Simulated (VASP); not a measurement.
Runs of VASP 6.6.1 on La2O3. Symmetry: P-3m1, No. 164, trigonal system. Conventional cell: a = 3.931 Å, b = 3.931 Å, c = 6.112 Å, α = 90.00°, β = 90.00°, γ = 120.00°. La (site symmetry 3m) is surrounded by 4 O at 2.36 to 2.44 Å. O (site symmetry -3m) is surrounded by 6 La at 2.72 Å. O (site symmetry 3m) is surrounded by 4 La at 2.36 to 2.44 Å. The cell is a database's computed one.

```csv
task,level,potentials or basis,cell,k mesh,cutoff (eV),smearing,ladder,gap on the mesh (eV),pressure (GPa),V0 of scaled cells (Å³/atom),relaxed volume (Å³/atom),B0 (GPa),largest force (eV/Å)
equation of state,PBEsol,"VASP PAW PBE potentials, release 64 (La, O)",as given,8 × 8 × 5,520,fermi-dirac 0.05 eV,free,-,-,15.99,-,(a),-
relaxation of cell and atoms,LDA,"VASP PAW LDA potentials, release 64 (La, O)",relaxed,8 × 8 × 4,600,gaussian 0.02 eV,gaps,3.77,0.0,-,15.51,-,-
single point,PBE,"VASP PAW PBE potentials, release 64 (La, O)",as given,8 × 8 × 5,520,fermi-dirac 0.05 eV,-,3.89,1.6,-,-,-,0.01
single point,PBEsol,"VASP PAW PBE potentials, release 64 (La, O)",as given,8 × 8 × 5,520,fermi-dirac 0.05 eV,free,3.83,-3.2,-,-,-,0.10
band structure,PBEsol,"VASP PAW PBE potentials, release 64 (La, O)",as given,8 × 8 × 6,520,gaussian 0.02 eV,free,(b),-3.2,-,-,-,0.10
relaxation of cell and atoms,r2SCAN,"VASP PAW PBE potentials, release 64 (La, O)",relaxed,8 × 8 × 4,600,gaussian 0.02 eV,gaps,4.29,0.0,-,16.36,-,0.01
band structure,r2SCAN,"VASP PAW PBE potentials, release 64 (La, O)",as given,8 × 8 × 6,520,gaussian 0.02 eV,gaps,4.28,(c),-,-,-,0.02
equation of state,PBE,"VASP PAW PBE potentials, release 64 (La, O)",as given,8 × 8 × 5,520,fermi-dirac 0.05 eV,-,-,-,16.57,-,(d),-
```

Alike in all rows: no spin polarisation.

Q: Fill in the values left out.

A: (a) 141; (b) 3.80; (c) 0.2; (d) 129.

Caveats: spin-orbit coupling is left out, which moves the levels of the heavy elements (some runs); the PAW data sets were made with another functional, which shifts forces and pressure a little (some runs); the cell was scaled at fixed shape and fractional positions, which overstates the stiffness of a crystal with free parameters, most of all of layers and chains (some runs); an odd mesh through Γ misses points on the zone boundary, where band edges often lie (some runs).

A k mesh can miss the band edges, and the runs leave out spin-orbit coupling on La.

Not every run made on this cell is shown here.
